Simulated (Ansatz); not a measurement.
Ir:

```
CELL_PARAMETERS angstrom
0.00000 1.91560 1.91560
1.91560 0.00000 1.91560
1.91560 1.91560 0.00000
ATOMIC_POSITIONS crystal
Ir 0.00000 0.00000 0.00000
```

- Program: Ansatz 0.2.0
- Task: relaxation of cell and atoms
- Functional: PBEsol0
- Potentials or basis: Ansatz PAW
- Cutoff: 420 eV (not typed: the program's choice for these potentials)
- k mesh: 6 × 6 × 6
- Occupations: fermi-dirac, width 0.05 eV
- Spin: no spin polarisation

At the start: volume 14.06 Å³/atom.

Problem. Where does the relaxation end?

Solution. It ends after 6 steps and the volume is 13.73 Å³/atom (-2.4 %); space group Fm-3m (No. 225, to 0.05 Å).

Step by step:
```tsv
step	energy change (eV)	largest force (eV/Å)	volume (Å³)
1	0.0000	0.0000	14.06
2	-0.0102	0.0000	13.76
3	-0.0103	0.0000	13.73
4	-0.0102	0.0000	13.73
5	-0.0102	0.0000	13.73
6	-0.0102	0.0000	13.73
```

Final structure:
```
Ir
1.0
     0.00000    1.90046    1.90046
     1.90046    0.00000    1.90046
     1.90046    1.90046    0.00000
Ir
1
Cartesian
  0.0000 0.0000 0.0000
```

Caveat: the k mesh is coarse (spacing up to 0.47 Å⁻¹), so the values aren't converged, least of all with exact exchange; the plane-wave basis is chosen anew once the cell has moved, so the energies of steps on either side of that aren't comparable; the PAW data sets come from PBE, with cores solved anew for the run's functional, which leaves a small shift of forces and pressure.
